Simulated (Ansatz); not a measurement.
The system is FeSi2 (Linzhiite).

```xyz
3
Lattice="2.6840 0.0000 0.0000 0.0000 2.6840 0.0000 0.0000 0.0000 5.1280" Properties=species:S:1:pos:R:3 pbc="T T T"
Fe    0.0000    0.0000    0.0000
Si    1.3420    1.3420    3.7434
Si    1.3420    1.3420    1.3846
```

Base run:

- Program: Ansatz 0.2.0
- Functional: PBEsol
- Potentials or basis: Ansatz PAW
- Cutoff: 420 eV (not typed: the program's choice for these potentials)
- k mesh: 10 × 10 × 5
- Occupations: fermi-dirac, width 0.05 eV
- Spin: collinear spin, ferromagnetic start
- Starting moments: [3.0, 0.0, 0.0] μB
- Hubbard terms: Fe d U = 2 eV

Its results: band gap on the k mesh none (metal or under the smearing width); pressure -2.6 GPa; net moment 0.16 μB per cell; site moments Fe +0.19; Si -0.01 μB; largest force 0.155 eV/Å.

Q: The run is repeated on the same cell with these changes: hubbard terms from Fe d U = 2 eV to Fe d U = 5 eV. What comes out?

A: Band gap on the k mesh none (metal or under the smearing width); pressure 7.6 GPa; net moment 1.28 μB per cell; site moments Fe +1.47; Si -0.06 μB; largest force 0.545 eV/Å.

Caveats: the magnetic or orbital state may not be the lowest; the PAW data sets come from PBE, with cores solved anew for the run's functional, which leaves a small shift of forces and pressure; the U is typed as a test and isn't derived for this compound; the starting moments weren't kept (some runs).
